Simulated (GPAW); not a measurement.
# ZnO (zincite) (P6_3mc) in GPAW: a series of runs

One crystal, ZnO (zincite), is run at these levels: LDA, AM05, PBEsol, PBE; tasks: dielectric tensor.

All numbers are computed with GPAW 26.7.0; they aren't measurements. Logs are shortened: lines on timing, memory, paths and dates and some standing lists are left out, and cuts for length are marked. The log counts tension as positive stress, the text compression.

**The experiment to reproduce.**

From “Electronic structure of alkaline earth and post-transition metal oxides”, 2009, arxiv:0908.1581, for a bulk crystal of ZnO: band gap 3.37 eV.

The results are compared with them further down.

**1. Starting point**

It takes space group P6_3mc (No. 186, hexagonal). Conventional cell: a = 3.249 Å, b = 3.249 Å, c = 5.206 Å, α = 90.00°, β = 90.00°, γ = 120.00°. Around Zn (site symmetry 3m) lie 4 O at 1.97 to 1.98 Å. O (site symmetry 3m) has 4 Zn at 1.97 to 1.98 Å as nearest neighbours.

**2. Dielectric tensor, LDA**

File run.py:

```python
import numpy as np
from ase.dft.bandgap import bandgap
from ase.io import read, write
from gpaw import GPAW, PW
from gpaw.response.df import DielectricFunction

atoms = read('POSCAR')

calc = GPAW(mode=PW(650),
            xc='LDA',
            kpts={'size': (8, 8, 4), 'gamma': True},
            occupations={'name': 'fermi-dirac', 'width': 0.001},
            nbands=31,
            convergence={'density': 1e-06},
            maxiter=150,
            txt='gpaw.txt')
atoms.calc = calc
energy = atoms.get_potential_energy()
calc.write('gs.gpw')
write('result.traj', atoms)
print(f'Energy: {energy:.6f} eV')
print('Fermi level:', round(calc.get_fermi_level(), 4), 'eV')
print(f'Gap: {bandgap(calc)[0]:.4f} eV, direct: {bandgap(calc, direct=True)[0]:.4f} eV')

for size in [(13, 13, 7)]:
    name = 'x'.join(str(n) for n in size)
    dense = calc.fixed_density(kpts={'size': size, 'gamma': True},
                               nbands=64, convergence={'bands': 58, 'eigenstates': 1e-7},
                               update_fermi_level=True, txt=f'dense-{name}.txt')
    dense.write(f'{name}.gpw', mode='all')
    df = DielectricFunction(f'{name}.gpw', frequencies=np.array([0.0]), hilbert=False, eta=0.001,
                            ecut=80, nbands=58, intraband=False, txt=f'df-{name}.txt')
    for xc in ['RPA']:
        for direction in ['x', 'y', 'z', [0, 1, 1], [1, 0, 1], [1, 1, 0]]:
            e0, e = df.get_macroscopic_dielectric_constant(xc=xc, direction=direction)
            print(f'{name} {xc} {direction}: {e0:.4f} without, {e:.4f} with local fields')
```

File POSCAR:

```
ZnO
1.0
    3.2493080000      0.0000000000      0.0000000000
   -1.6246540000      2.8139832727      0.0000000000
    0.0000000000      0.0000000000      5.2057090000
Zn O
2 2
Direct
    0.6666666667      0.3333333333      0.0000000000
    0.3333333333      0.6666666667      0.5000000000
    0.3333333333      0.6666666667      0.8790100000
    0.6666666667      0.3333333333      0.3790100000
```

Potentials or basis: the program's PAW data sets (release 1.2.1) made for this functional, pw.

On the command line:

```sh
$ OMP_NUM_THREADS=1 python run.py
```

gpaw.txt:

```text
__  _  _
 | _ |_)|_||  |
 |__||  | ||/\| - 26.7.0

Input parameters:
  mode=PW(ecut=650.0),
  convergence={'density': 1e-06},
  kpts=MonkhorstPack(size=(8, 8, 4), gamma=True),
  maxiter=150,
  nbands=31,
  occupations=Occupations(name='fermi-dirac', width=0.001),
  xc=XC(name='LDA')

Diagonalizing LCAO Hamiltonian
Converting LCAO to pw mode

        O

        Zn

           O

           Zn

Atoms  # Å, Bohr magnetons
|   | symbol |         x |        y |        z |    initial magnetic moments |
|---|--------|-----------|----------|----------|-----------------------------|
| 0 |     Zn |  1.624654 | 0.937994 | 0.000000 | ( 0.0000,  0.0000,  0.0000) |
| 1 |     Zn | -0.000000 | 1.875989 | 2.602854 | ( 0.0000,  0.0000,  0.0000) |
| 2 |      O | -0.000000 | 1.875989 | 4.575870 | ( 0.0000,  0.0000,  0.0000) |
| 3 |      O |  1.624654 | 0.937994 | 1.973016 | ( 0.0000,  0.0000,  0.0000) |

Unit cell  # Å
| periodic |         x |        y |        z |  lengths |     angles |
|----------|-----------|----------|----------|----------|------------|
|      yes |  3.249308 | 0.000000 | 0.000000 | 3.249308 |  90.000000 |
|      yes | -1.624654 | 2.813983 | 0.000000 | 3.249308 |  90.000000 |
|      yes |  0.000000 | 0.000000 | 5.205709 | 5.205709 | 120.000000 |

Number of symmetries: 6
Symmetry operations  # r_c * U_cc + t_c -> r_c
|   | kind |            matrix            |
|---|------|------------------------------|
| 0 |  σ   |  1, 1, 0,  0,-1, 0,  0, 0, 1 |
| 1 |  E   |  1, 0, 0,  0, 1, 0,  0, 0, 1 |
| 2 |  C3  |  0, 1, 0, -1,-1, 0,  0, 0, 1 |
| 3 |  σ   |  0,-1, 0, -1, 0, 0,  0, 0, 1 |
| 4 |  σ   | -1, 0, 0,  1, 1, 0,  0, 0, 1 |
| 5 |  C3  | -1,-1, 0,  1, 0, 0,  0, 0, 1 |

BZ-sampling:
  Number of BZ points: 256
  Number of IBZ points: 35

  Monkhorst-Pack size: [8, 8, 4]
  Monkhorst-Pack shift: [0.0625, 0.0625, 0.125]

K-points  # in reciprocal-cell coordinates
|     |                                coordinates |     weight |
|-----|--------------------------------------------|------------|
|   0 | (  0.00000000,   0.00000000,   0.00000000) | 0.00390625 |
|   1 | (  0.00000000,   0.00000000,   0.25000000) | 0.00781250 |
|   2 | (  0.00000000,   0.00000000,   0.50000000) | 0.00390625 |
|   3 | (  0.12500000,   0.00000000,  -0.25000000) | 0.02343750 |
|   4 | (  0.12500000,   0.00000000,   0.00000000) | 0.02343750 |
|   5 | (  0.12500000,   0.00000000,   0.25000000) | 0.02343750 |
|   6 | (  0.12500000,   0.00000000,   0.50000000) | 0.02343750 |
|   7 | (  0.25000000,  -0.12500000,   0.00000000) | 0.02343750 |
|   8 | (  0.25000000,  -0.12500000,   0.25000000) | 0.04687500 |
|   9 | (  0.25000000,  -0.12500000,   0.50000000) | 0.02343750 |
| ... |                                            |            |
|  34 | (  0.50000000,   0.50000000,   0.50000000) | 0.01171875 |

Plane wave coefficients: 1822
Cutoff: 650.0 eV

Spin-components: 1 (collinear spins)
Bands:           31
Projectors:      22
Spin-degeneracy: 2
Datatype:        complex128

Parallelization:
  kpt:    1
  domain: 1
  band:   1

Density:
  Valence electrons: 36.0
  Components: 1
  Grid points: [20 20 32]
  Charge: 0.0  # |e|

Potential:
  Grid points: [20 20 32]

species:
  Zn:
    name:    Zinc
    Z:       30.0
    valence: 12
    core:    18
    charge:  0.0  # [|e|]
    compensation charges:
      type: gauss
      rc: 0.37  # [Å]
      lmax: 2
    cutoffs:
      filter: 2.14  # [Å]
      core: 2.28  # [Å]
    projectors
    | kind |    occ | energy [eV] | rcut [Å] |
    |------|--------|-------------|----------|
    |   4s |  2.000 |      -6.218 |    1.286 |
    |   4p |  0.000 |      -1.230 |    1.270 |
    |   3d | 10.000 |     -10.426 |    1.180 |
    |    s |        |      20.994 |    1.286 |
    |    p |        |      25.981 |    1.270 |
    |    d |        |      16.786 |    1.180 |

    Using partial waves for Zn as LCAO basis

  O:
    name:    Oxygen
    Z:       8.0
    valence: 6
    core:    2
    charge:  0.0  # [|e|]
    compensation charges:
      type: gauss
      rc: 0.21  # [Å]
      lmax: 2
    cutoffs:
      filter: 1.17  # [Å]
      core: 0.83  # [Å]
    projectors
    | kind |    occ | energy [eV] | rcut [Å] |
    |------|--------|-------------|----------|
    |   2s |  2.000 |     -23.752 |    0.688 |
    |   2p |  4.000 |      -9.195 |    0.598 |
    |    s |        |       3.459 |    0.688 |
    |    p |        |      18.016 |    0.598 |
    |    d |        |       0.000 |    0.619 |

    Using partial waves for O as LCAO basis

Reference energy: -101631.619544  # eV

eigensolver:
  PPCG
  Converge bands: occupied
  niter=2

density mixing:
  MSR1-Mixer
  Pratt-step length: 0.05
  Maximum mixing coefficient: 0.75
  Old densities: 10
  SVD Regularization: 0.005
  Good broyden scale: 1.0
  Trust region scale: 1.0
  Backstep threshold: 4.0
  History deletion threshold: 6.0
  Fourier metric: weight=20.0, sigma=0.015

occupation numbers:
  Fermi-Dirac:
    width: 0.0010  # eV

poisson solver:
  ecut: 5200.0  # eV

xc functional:
  name: None

convergence criteria:
- Maximum integral of absolute [dens]ity change: 1e-06 electrons / valence electron
- Maximum [total energy] change in last 3 cyles: 0.0005 eV / valence electron
- Maximum integral of absolute [eigenst]ate change: 4e-08 eV^2 / valence electron
maximum number of iterations: 150

SCF iterations
|iter     | |      energy | eigst |  dens |
|---------|-|-------------|-------|-------|
|iter:   1| |  -24.694275 | +0.24 |       |
|iter:   2| |  -23.860329 | -1.60 | -1.00 |
|iter:   3| |  -21.836178 | -0.72 | -1.06 |
|iter:   4| |  -21.812280 | -3.28 | -1.63 |
|iter:   5| |  -21.804253 | -3.14 | -1.89 |
|iter:   6| |  -21.804197c| -4.67 | -3.00 |
|iter:   7| |  -21.804216c| -5.78 | -3.40 |
|iter:   8| |  -21.804218c| -6.60 | -3.77 |
|iter:   9| |  -21.804218c| -7.75c| -4.75 |
|iter:  10| |  -21.804218c| -8.79c| -5.23 |
|iter:  11| |  -21.804218c| -7.51c| -5.52 |
|iter:  12| |  -21.804218c| -9.61c| -6.77c|

Converged in 12 steps
Energy contributions relative to reference atoms: (reference = -101631.619544)

Energy contributions:
  Kinetic:          34.456021
  Coulomb:         -30.339657
  Zero:              0.221420
  External:          0.000000
  Xc:              -26.142002
  Entropy:          -0.000000
  Spinorbit:         0.000000
  ----------------------------
  Free energy:     -21.804218
  Extrapolated:    -21.804218

dipole moment: (0.000000, 0.000001, -8.280657)  # |e|*Ang

Fermi level: 3.489
Eigenvalues  # (at kpt = [0.000, 0.000, 0.000])
| band index |      eig [eV] | occ [0-2] |
|------------|---------------|-----------|
|          0 |       -14.329 |     2.000 |
|        ... |               |           |
|         10 |        -0.876 |     2.000 |
|         11 |        -0.876 |     2.000 |
|         12 |        -0.601 |     2.000 |
|         13 |         2.651 |     2.000 |
|         14 |         2.651 |     2.000 |
|         15 |         3.396 |     2.000 |
[... 8 lines left out ...]
|         24 |        17.384 |     0.000 |
|         25 |        17.384 |     0.000 |
|        ... |               |           |
|         30 |        23.133 |     0.000 |

Gap: 0.731 eV
Transition (v -> c):
  (s=0, k=0, n=17, [0.00, 0.00, 0.00]) -> (s=0, k=0, n=18, [0.00, 0.00, 0.00])
No difference between direct/indirect transitions
# Writing to gs.gpw (mode='')
```

It took 6.1 min on 1 thread of Arm Neoverse V1, shared host; peak memory 0.63 GiB.

What came out:

```
Free energy                             : -21.8042 eV
Band gap on the k mesh                  : 0.73 eV, direct
Electronic dielectric tensor (diagonal) : 5.53, 5.53, 5.47
```

Electronic dielectric tensor:
```
5.53 0.00 0.00
0.00 5.53 0.00
0.00 0.00 5.47
```

Caveat: the long-wavelength limit can be off by several per cent where d states take part; an odd mesh through Γ misses points on the zone boundary, where band edges often lie.

**3. Dielectric tensor, AM05**

run.py: that of step 2 with these lines changed.

```diff
@@ -3,4 +3,6 @@
 from ase.io import read, write
-from gpaw import GPAW, PW
+from gpaw import GPAW, PW, setup_paths
 from gpaw.response.df import DielectricFunction
+
+setup_paths.insert(0, '.')
 
@@ -9,3 +11,3 @@
 calc = GPAW(mode=PW(650),
-            xc='LDA',
+            xc='AM05',
             kpts={'size': (8, 8, 4), 'gamma': True},
```

POSCAR is that of step 2.

Potentials or basis: PAW data sets generated in the run's folder for this functional, pw.

On the command line:

```sh
$ gpaw-setup -f AM05 O Zn
$ OMP_NUM_THREADS=1 python run.py
```

gpaw.txt:

```text
__  _  _
 | _ |_)|_||  |
 |__||  | ||/\| - 26.7.0

Input parameters:
  mode=PW(ecut=650.0),
  convergence={'density': 1e-06},
  kpts=MonkhorstPack(size=(8, 8, 4), gamma=True),
  maxiter=150,
  nbands=31,
  occupations=Occupations(name='fermi-dirac', width=0.001),
  xc=XC(name='AM05')

Diagonalizing LCAO Hamiltonian
Converting LCAO to pw mode

        O

        Zn

           O

           Zn

Atoms  # Å, Bohr magnetons
|   | symbol |         x |        y |        z |    initial magnetic moments |
|---|--------|-----------|----------|----------|-----------------------------|
| 0 |     Zn |  1.624654 | 0.937994 | 0.000000 | ( 0.0000,  0.0000,  0.0000) |
| 1 |     Zn | -0.000000 | 1.875989 | 2.602854 | ( 0.0000,  0.0000,  0.0000) |
| 2 |      O | -0.000000 | 1.875989 | 4.575870 | ( 0.0000,  0.0000,  0.0000) |
| 3 |      O |  1.624654 | 0.937994 | 1.973016 | ( 0.0000,  0.0000,  0.0000) |

Unit cell  # Å
| periodic |         x |        y |        z |  lengths |     angles |
|----------|-----------|----------|----------|----------|------------|
|      yes |  3.249308 | 0.000000 | 0.000000 | 3.249308 |  90.000000 |
|      yes | -1.624654 | 2.813983 | 0.000000 | 3.249308 |  90.000000 |
|      yes |  0.000000 | 0.000000 | 5.205709 | 5.205709 | 120.000000 |

Number of symmetries: 6
Symmetry operations  # r_c * U_cc + t_c -> r_c
|   | kind |            matrix            |
|---|------|------------------------------|
| 0 |  σ   |  1, 1, 0,  0,-1, 0,  0, 0, 1 |
| 1 |  E   |  1, 0, 0,  0, 1, 0,  0, 0, 1 |
| 2 |  C3  |  0, 1, 0, -1,-1, 0,  0, 0, 1 |
| 3 |  σ   |  0,-1, 0, -1, 0, 0,  0, 0, 1 |
| 4 |  σ   | -1, 0, 0,  1, 1, 0,  0, 0, 1 |
| 5 |  C3  | -1,-1, 0,  1, 0, 0,  0, 0, 1 |

BZ-sampling:
  Number of BZ points: 256
  Number of IBZ points: 35

  Monkhorst-Pack size: [8, 8, 4]
  Monkhorst-Pack shift: [0.0625, 0.0625, 0.125]

K-points  # in reciprocal-cell coordinates
|     |                                coordinates |     weight |
|-----|--------------------------------------------|------------|
|   0 | (  0.00000000,   0.00000000,   0.00000000) | 0.00390625 |
|   1 | (  0.00000000,   0.00000000,   0.25000000) | 0.00781250 |
|   2 | (  0.00000000,   0.00000000,   0.50000000) | 0.00390625 |
|   3 | (  0.12500000,   0.00000000,  -0.25000000) | 0.02343750 |
|   4 | (  0.12500000,   0.00000000,   0.00000000) | 0.02343750 |
|   5 | (  0.12500000,   0.00000000,   0.25000000) | 0.02343750 |
|   6 | (  0.12500000,   0.00000000,   0.50000000) | 0.02343750 |
|   7 | (  0.25000000,  -0.12500000,   0.00000000) | 0.02343750 |
|   8 | (  0.25000000,  -0.12500000,   0.25000000) | 0.04687500 |
|   9 | (  0.25000000,  -0.12500000,   0.50000000) | 0.02343750 |
| ... |                                            |            |
|  34 | (  0.50000000,   0.50000000,   0.50000000) | 0.01171875 |

Plane wave coefficients: 1822
Cutoff: 650.0 eV

Spin-components: 1 (collinear spins)
Bands:           31
Projectors:      22
Spin-degeneracy: 2
Datatype:        complex128

Parallelization:
  kpt:    1
  domain: 1
  band:   1

Density:
  Valence electrons: 36.0
  Components: 1
  Grid points: [20 20 32]
  Charge: 0.0  # |e|

Potential:
  Grid points: [20 20 32]

species:
  Zn:
    name:    Zinc
    Z:       30.0
    valence: 12
    core:    18
    charge:  0.0  # [|e|]
    compensation charges:
      type: gauss
      rc: 0.37  # [Å]
      lmax: 2
    cutoffs:
      filter: 2.14  # [Å]
      core: 2.28  # [Å]
    projectors
    | kind |    occ | energy [eV] | rcut [Å] |
    |------|--------|-------------|----------|
    |   4s |  2.000 |      -5.940 |    1.286 |
    |   4p |  0.000 |      -1.050 |    1.270 |
    |   3d | 10.000 |     -10.184 |    1.180 |
    |    s |        |      21.272 |    1.286 |
    |    p |        |      26.161 |    1.270 |
    |    d |        |      17.028 |    1.180 |

    Using partial waves for Zn as LCAO basis

  O:
    name:    Oxygen
    Z:       8.0
    valence: 6
    core:    2
    charge:  0.0  # [|e|]
    compensation charges:
      type: gauss
      rc: 0.21  # [Å]
      lmax: 2
    cutoffs:
      filter: 1.17  # [Å]
      core: 0.83  # [Å]
    projectors
    | kind |    occ | energy [eV] | rcut [Å] |
    |------|--------|-------------|----------|
    |   2s |  2.000 |     -23.729 |    0.688 |
    |   2p |  4.000 |      -8.955 |    0.598 |
    |    s |        |       3.482 |    0.688 |
    |    p |        |      18.256 |    0.598 |
    |    d |        |       0.000 |    0.619 |

    Using partial waves for O as LCAO basis

Reference energy: -101644.453856  # eV

eigensolver:
  PPCG
  Converge bands: occupied
  niter=2

density mixing:
  MSR1-Mixer
  Pratt-step length: 0.05
  Maximum mixing coefficient: 0.75
  Old densities: 10
  SVD Regularization: 0.005
  Good broyden scale: 1.0
  Trust region scale: 1.0
  Backstep threshold: 4.0
  History deletion threshold: 6.0
  Fourier metric: weight=20.0, sigma=0.015

occupation numbers:
  Fermi-Dirac:
    width: 0.0010  # eV

poisson solver:
  ecut: 5200.0  # eV

xc functional:
  name: AM05 with 2 nearest neighbor stencil

convergence criteria:
- Maximum integral of absolute [dens]ity change: 1e-06 electrons / valence electron
- Maximum [total energy] change in last 3 cyles: 0.0005 eV / valence electron
- Maximum integral of absolute [eigenst]ate change: 4e-08 eV^2 / valence electron
maximum number of iterations: 150

SCF iterations
|iter     | |      energy | eigst |  dens |
|---------|-|-------------|-------|-------|
|iter:   1| |  -21.991579 | +0.28 |       |
|iter:   2| |  -21.157894 | -1.58 | -1.00 |
|iter:   3| |  -19.116578 | -0.57 | -1.05 |
|iter:   4| |  -19.110477 | -3.10 | -1.63 |
|iter:   5| |  -19.114961c| -2.52 | -1.88 |
|iter:   6| |  -19.115189c| -4.49 | -2.94 |
|iter:   7| |  -19.115355c| -5.11 | -3.28 |
|iter:   8| |  -19.115384c| -5.60 | -3.68 |
|iter:   9| |  -19.115384c| -7.21 | -4.50 |
|iter:  10| |  -19.115384c| -7.78c| -4.76 |
|iter:  11| |  -19.115384c| -8.14c| -5.13 |
|iter:  12| |  -19.115384c| -9.71c| -6.32c|

Converged in 12 steps
Energy contributions relative to reference atoms: (reference = -101644.453856)

Energy contributions:
  Kinetic:          38.088462
  Coulomb:         -33.420113
  Zero:              0.310997
  External:          0.000000
  Xc:              -24.094731
  Entropy:          -0.000000
  Spinorbit:         0.000000
  ----------------------------
  Free energy:     -19.115384
  Extrapolated:    -19.115384

dipole moment: (0.000000, 0.000001, -8.241123)  # |e|*Ang

Fermi level: 3.833
Eigenvalues  # (at kpt = [0.000, 0.000, 0.000])
| band index |      eig [eV] | occ [0-2] |
|------------|---------------|-----------|
|          0 |       -14.109 |     2.000 |
|        ... |               |           |
|         10 |        -0.516 |     2.000 |
|         11 |        -0.516 |     2.000 |
|         12 |        -0.240 |     2.000 |
|         13 |         3.001 |     2.000 |
|         14 |         3.001 |     2.000 |
|         15 |         3.743 |     2.000 |
[... 8 lines left out ...]
|         24 |        17.861 |     0.000 |
|         25 |        17.861 |     0.000 |
|        ... |               |           |
|         30 |        23.664 |     0.000 |

Gap: 0.816 eV
Transition (v -> c):
  (s=0, k=0, n=17, [0.00, 0.00, 0.00]) -> (s=0, k=0, n=18, [0.00, 0.00, 0.00])
No difference between direct/indirect transitions
# Writing to gs.gpw (mode='')
```

Wall time 6 min (1 thread of Arm Neoverse V1, shared host); peak memory 0.63 GiB.

What came out:

```
Free energy                             : -19.1154 eV
Band gap on the k mesh                  : 0.82 eV, direct
Electronic dielectric tensor (diagonal) : 5.19
```

Electronic dielectric tensor:
```
5.19 0.00 0.00
0.00 5.19 0.00
0.00 0.00 5.19
```

Caveat: the long-wavelength limit can be off by several per cent where d states take part; an odd mesh through Γ misses points on the zone boundary, where band edges often lie.

(Continued in part 2 of 2.)
